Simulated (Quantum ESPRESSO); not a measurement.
BN under changes of volume

One of the cells (5.969 Å³/atom); the others are scaled copies at fixed shape and fractional positions:

```xyz
4
Lattice="2.5539 0.0000 0.0000 -1.2770 2.2118 0.0000 0.0000 0.0000 4.2269" Properties=species:S:1:pos:R:3 pbc="T T T"
N     0.0000    1.4745    0.5295
N     1.2770    0.7373    2.6430
B     0.0000    1.4745    2.1123
B     1.2770    0.7373    4.2257
```

Measurements of this composition are mostly on another form, of space group No. 194.

```yaml
Program: Quantum ESPRESSO 7.5
Functional: PBE
Potentials_or_basis: SSSP 1.3 efficiency PBE
Cutoff: 816 eV
Density_cutoff: 6531 eV
k_mesh: 12 × 12 × 6
Occupations: fermi-dirac, width 0.05 eV
Spin: no spin polarisation
```

```csv
volume (Å³/atom),energy over the lowest point (meV/atom),pressure (GPa),gap on the mesh (eV),largest force (eV/Å)
5.611,?,?,?,?
5.730,10.40,14.8,5.15,0.012
5.850,2.18,6.3,5.19,0.005
5.969,0.00,-1.4,5.22,0.020
6.088,3.30,-8.4,5.24,0.034
6.208,11.61,-14.8,5.27,0.048
6.327,24.47,-20.6,5.29,0.061
```

Question: What does the run at 5.611 Å³/atom give?

Answer: Energy over the lowest point 25.26 meV/atom; pressure 24.1 GPa; gap on the mesh 5.12 eV; largest force 0.029 eV/Å.

Worked out: A Birch-Murnaghan fit of order 3 (a polynomial in V^(-2/3)) to the other rows has its minimum at 5.96 Å³/atom with B0 = V·E''(V) = 370 GPa and B' = 3.5 at fixed shape and positions, which overstates the stiffness. It gives 25.10 meV/atom at 5.611 Å³/atom, against the run's 25.26, and -dE/dV = 24.4 GPa, against 24.1. A straight line through the other rows of the gap, of slope 1.39 eV per unit of ln V, extrapolates to 5.13 eV, against the run's 5.12.

Energies are extrapolated to zero smearing.

A mesh can miss the band edges.
